Near its resting volume, a hard ceramic such as hafnium dioxide ought to behave like a spring. Each equal step of compression should then add the same pressure, and squeezing should cost as much energy as stretching by the same amount. The PBE calculation below is for a polar orthorhombic form of the oxide, not the monoclinic one that is stable at room conditions, and it follows this picture only close to the minimum. Going down the table, the volume grows in equal steps of about 0.22 Å³ per atom, yet the first step releases 7.1 GPa and the last only 4.3 GPa.

Quantum ESPRESSO 7.5 calculations with the PBE functional for orthorhombic HfO2 (space group Pca2_1, 12-atom cell), using SSSP 1.3 efficiency potentials, an 816 eV plane-wave cutoff, a 5×6×5 k mesh and Fermi-Dirac smearing of 0.05 eV. Cell shape and fractional coordinates are held fixed as the volume is scaled; energies are relative to the fitted minimum.

```
volume (Å³/atom)  energy (meV/atom)  pressure (GPa)
           10.30              79.02          26.960
           10.52              46.53          19.850
           10.74              23.28          13.430
           10.96               8.41           7.630
           11.17               1.08           2.390
           11.39               0.57          -2.330
           11.61               6.24          -6.600
```

Energy is counted per atom from the minimum of a curve fitted to the seven energies, which lies at 11.30 Å³ per atom. A positive pressure means that the crystal pushes outwards, a negative one that it has to be held stretched. The energy falls down to the row at 11.39 and then rises, because the series crosses the minimum. That row lies lower than the one at 11.17 simply because it is closer to the bottom, 0.09 against 0.13 Å³ away.

The lopsidedness shows once distance from the minimum is allowed for. In a perfect spring the energy divided by the square of that distance would be the same in every row. Here it falls steadily, from 79 meV/Å⁶ at the smallest volume to 64 at the largest. The crystal therefore stiffens as it is squeezed and softens as it is stretched.

The standard explanation is a contest between two forces that respond very differently to distance. Hafnium and oxygen ions attract each other electrically, and this attraction changes gently as they approach. When their electron clouds overlap, the Pauli principle forces electrons into states of higher energy, and this repulsion climbs steeply. At the minimum the two balance; under compression the steep one takes over, and under tension it fades and leaves the gentle one in charge.

Part of the effect is geometry. The cell keeps its shape and the atoms their relative positions, so every distance changes as the cube root of the volume. Even bonds that obeyed Hooke's law perfectly would then give a slightly lopsided energy curve. At the smallest volume, where distances are 3 % shorter than at the minimum, this accounts for about a third of the energy beyond that of a simple spring in volume. The rest has to come from the forces between the atoms, which stiffen as the distances shrink.

The contest can be written down in one line. Let V be the volume, V0 its value at the minimum, and y = (V0/V)^(1/3) the factor by which distances have shrunk. For fixed charges the electrical energy grows exactly as y; the repulsion is taken to grow as y^n, with n well above 1. Requiring the two to balance at y = 1 gives

E = K·(y^n − n·y) + constant

The pressure P is the slope of this energy with volume, with its sign reversed. Choosing K so that the stiffness at the minimum equals the bulk modulus B leads to

P = 3B/(n − 1) · (y^(n+3) − y^4)

The same formula says how fast the stiffness grows with pressure near the minimum: by (n + 7)/3 GPa for each GPa applied. The fit to the seven energies gives B = 243 GPa and a growth rate of 4.2, hence n = 3 × 4.2 − 7 = 5.6.

Take the smallest volume, 10.30 Å³ per atom, as a worked case. There y = 1.031, so the repulsion has grown by about 19 % and the attraction by only 3 %. The formula gives 27.4 GPa, close to the 27.0 GPa in the table, whereas a spring of constant stiffness gives 243 × 1.00/11.30 = 21.5 GPa, a fifth too little. The energy of this row helped to set the constants, but its pressure did not; it was computed separately, from the stress on the cell.

The model also follows all seven energies to about 0.02 meV per atom. That is less impressive than it sounds, since its constants summarise those same energies. A parabola fitted afresh to all the rows does miss by up to 0.8 meV, so the lopsidedness is real. But an attraction growing as y², with a correspondingly gentler repulsion, would fit just as well. The curve fixes how sharply the balance tips; that the attraction is electrical is an argument from the chemistry of the oxide.

That argument also makes the high stiffness plausible. In an ionic picture the modulus grows with the product of the charges and falls quickly as the bonds lengthen. Formal charges of +4 on hafnium and −2 on oxygen, placed in an idealised fluorite arrangement of the same volume, give a modulus of roughly 300 GPa if n is taken from the fit. This is the right order of magnitude and no more, because real bonds in this oxide are partly covalent. For a related oxide the same reasoning suggests a softer crystal when the charges are lower or the bonds longer, and again one that stiffens under pressure.

In practice, the modulus should be allowed to change with pressure:

stiffness in GPa ≈ 243 + 4.2 × pressure in GPa

Between the first two rows the mean pressure is 23.4 GPa, and the rule gives 341 GPa; the tabulated pressures, taken with the unrounded volumes, give 338. Over all six intervals, including the stretched one at the end, the rule holds to about 1 %. It applies to a crystal whose atoms keep their relative positions. In a real sample they can shift to relieve strain, which normally makes the material softer. PBE tends to err the other way: it usually gives such oxides a slightly too large volume and too low a stiffness.

The resting volume is better taken from the energies than from the point where the pressure vanishes. In every row the printed pressure lies about 0.4 GPa below the one that the slope of the energy curve implies, which would move the resting volume down by about 0.02 Å³ per atom. The likely cause is Pulay stress: the set of plane waves changes with the cell, and the stress formula does not allow for it. Repeating one volume with a higher cutoff would test this. The shift hardly matters for the stiffness, which depends on pressure differences, but it carries over into the volume of a cell that is relaxed until its pressure reads zero.
